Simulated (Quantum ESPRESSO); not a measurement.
Runs of Quantum ESPRESSO 7.5 on WSe. The cell holds a slab with vacuum, 4 atoms: a = 3.318 Å, b = 3.318 Å, c = 31.658 Å, α = 90.00°, β = 90.00°, γ = 120.00°. 

```csv
k mesh,gap on the mesh (eV),largest force (eV/Å)
7 × 7 × 1,0.55,0.41
9 × 9 × 1,0.35,0.41
6 × 6 × 1,(a),(b)
11 × 11 × 1,0.31,0.41
```

Alike in all rows: task work function; level PBE; potentials or basis PseudoDojo 0.4.1 SR PBE standard; no spin polarisation; cell as given; cutoff (eV) 1170; smearing fermi-dirac 0.05 eV.

**Question.** Estimate the missing entries.

**Answer.** (a) 0.33; (b) 0.39.

Caveats: ionisation potential and electron affinity come from Kohn-Sham levels, which understate the gap; spin-orbit coupling is left out, which moves the levels of the heavy elements.

A k mesh can miss the band edges, and the runs leave out spin-orbit coupling on Se, W.
